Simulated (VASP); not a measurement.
Hg, 2 atoms in the cell. It takes space group P6_3/mmc (No. 194, hexagonal). Conventional cell: a = 3.185 Å, b = 3.185 Å, c = 5.762 Å, α = 90.00°, β = 90.00°, γ = 120.00°. Hg (site symmetry -6m2) has 12 Hg at 3.18 to 3.42 Å as nearest neighbours. 

```yaml
Program: VASP 6.6.1
Task: single point
Functional: PBE
Dispersion: D3(BJ)
Potentials_or_basis: VASP PAW PBE potentials, release 64 (Hg)
Cutoff: 520 eV
k_mesh: 15 × 15 × 8
Occupations: gaussian, width 0.15 eV
Spin: no spin polarisation
Dipole_correction: no
Further_INCAR_settings: ALGO = Fast; EDIFF = 1e-06; NBANDS = 19
```

Potentials or basis: VASP PAW PBE potentials, release 64 (Hg).

The run is started by

```bash
$ cat potpaw_PBE.64/Hg/POTCAR > POTCAR
$ mpirun -np 1 vasp_std > vasp.out
```

Hardware: 1 thread of Intel(R) Xeon(R) 6975P-C (Granite Rapids) (shared host).

**Question.** How long does it take, and how much memory?

**Answer.** It took 29 s on 1 thread of Intel(R) Xeon(R) 6975P-C (Granite Rapids), on a shared host, peak memory 0.25 GiB. Counts: scf iterations 11, k points 135.
